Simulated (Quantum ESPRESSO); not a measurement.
## Ba: zone-centre phonons under several settings

```
Ba
1.0
     3.59177   -2.51690    0.00000
     3.59177    2.51690    0.00000
     0.00000    0.00000    7.19005
Ba
2
Cartesian
  3.5918 1.2422 5.3925
  3.5918 -1.2422 1.7975
```

All runs used Quantum ESPRESSO 7.5; potentials SPMS 1.0 PBE; k mesh 5 × 5 × 3; relaxed cell; no spin polarisation; cutoff 544 eV; occupations cold, width 0.2 eV.

```csv
level,volume (Å³/atom),lowest optical mode without the field (cm⁻¹),highest optical mode without the field (cm⁻¹)
PBE,63.07,21,75
PBE+D3(BJ),59.54,23,81
rPW86PBE+rVV10,?,?,?
rev-vdW-DF2,59.17,23,79
```

**Question.** What stands in the row left open?

**Answer.** Volume 60.09 Å³/atom; lowest optical mode without the field 22 cm⁻¹; highest optical mode without the field 82 cm⁻¹.

Caveats: the mesh is thin for the phonons of a metal; the cell relaxed to another space group than the one typed; pairwise dispersion overbinds metals, which lowers pressure and volume (some runs); the potentials were made for another functional, which shifts forces and pressure (some runs).

For the row left open. Caveat: the k mesh is coarse; the mesh is thin for the phonons of a metal; the potentials were made for another functional, which shifts forces and pressure; the cell relaxed to another space group than the one typed; pairwise dispersion overbinds metals, which lowers pressure and volume.
